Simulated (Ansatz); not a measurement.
**WS2: scans of the energy surface**

The task here is to estimate one member of a computed series from the others.

The COD entry's cell or inner coordinates are ideal or old and differ from later refinements, so a difference from it is no clean test against experiment.

Program: Ansatz 0.2.0. Level of theory: DFT PBEsol+D3(BJ), scalar-relativistic, plane waves, PAW. These are calculated values, not measurements.

## Starting point

It takes space group P6_3/mmc (No. 194, hexagonal). Conventional cell: a = 3.115 Å, b = 3.115 Å, c = 11.772 Å, α = 90.00°, β = 90.00°, γ = 120.00°. W (site symmetry -6m2) has 6 S at 2.39 Å in its first shell of neighbours. Around S (site symmetry 3m) lie 3 W at 2.39 Å.

Structure file:

```
W S
1.0
     3.11473    0.00000    0.00000
    -1.55736    2.69743    0.00000
     0.00000    0.00000   11.77225
W S
2 4
Direct
  0.33333 0.66667 0.25000
  0.66667 0.33333 0.75000
  0.33333 0.66667 0.61645
  0.66667 0.33333 0.11645
  0.33333 0.66667 0.88355
  0.66667 0.33333 0.38355
```

It is the result of an earlier relaxation at this level (volume 16.48 Å³/atom; gap on the mesh: 0.66 eV).

The first run:

At fixed volume and fractional coordinates, lengths along (0.000, 0.000, 1.000) are scaled against those across it; ρ is that ratio over its starting value.

The input, input.yaml:

```yaml
crystal:
  lattice:
    - [3.288115525, 0.0, 0.0]
    - [-1.6440577625, 2.8475915753, 0.0]
    - [0.0, 0.0, 10.5634383979]
  atoms:
    - { symbol: W, position: [0.3333333333, 0.6666666667, 0.25] }
    - { symbol: W, position: [0.6666666667, 0.3333333333, 0.75] }
    - { symbol: S, position: [0.3333333333, 0.6666666667, 0.6164531912] }
    - { symbol: S, position: [0.6666666667, 0.3333333333, 0.1164531912] }
    - { symbol: S, position: [0.3333333333, 0.6666666667, 0.8835468088] }
    - { symbol: S, position: [0.6666666667, 0.3333333333, 0.3835468088] }
basis:
  ecutwfc: 420
kpoints:
  mp_grid: { grid: [12, 12, 4] }
hamiltonian:
  xc: pbesol
  dispersion: d3bj
scf:
  occupations: { method: gaussian, width: 0.05 }
output:
  forces: true
  stress: true
  eigenvalues: true
```

The run is started by

```bash
ansatz run input.yaml --threads 1 --pin off --max-ram 2560MiB --backend cpu --events-out ev --progress --plain --runs-dir out
```

Steps of the session up to this table: Point ρ = 0.850; ρ = 1.200; Point ρ = 0.920; ρ = 1.100; Point ρ = 0.960; At ρ = 1.050; Point ρ = 0.800; Point ρ = 1.300.

One table of the session follows, with a row left open; its other results are not shown here.

Collected from the runs (energy zero: the undisturbed cell):

```
    ρ  ΔE (meV/atom)  pressure (GPa)  gap on the mesh (eV)
0.800          354.0             4.8                  0.00
0.850          192.5             3.4                  0.00
0.920           51.9             1.6                  0.17
0.960           12.5             0.7                  0.55
1.000            0.0             0.0                  0.66
1.050           18.1            -0.7                  0.83
1.100           70.0            -1.1                  0.91
1.200              ?               ?                     ?
1.300          548.9            -0.2                  0.00
```

Estimate the missing values for ρ = 1.200.

Worked estimate for «ΔE (meV/atom)». A straight line through the neighbours (1.100, 70.0) and (1.300, 548.9) gives 70.0 + (548.9 − 70.0) × (1.200 − 1.100) / (1.300 − 1.100) = 309.4; a parabola fitted to 3 rows on both sides gives 255.2.

The run gave: ΔE (meV/atom): 261.5; pressure (GPa): -1.2; gap on the mesh (eV): 0.62. In «ΔE (meV/atom)» the line misses by +47.9 and the parabola by -6.3.

Where the gap reads zero, the mesh chosen for the insulator is on the coarse side.
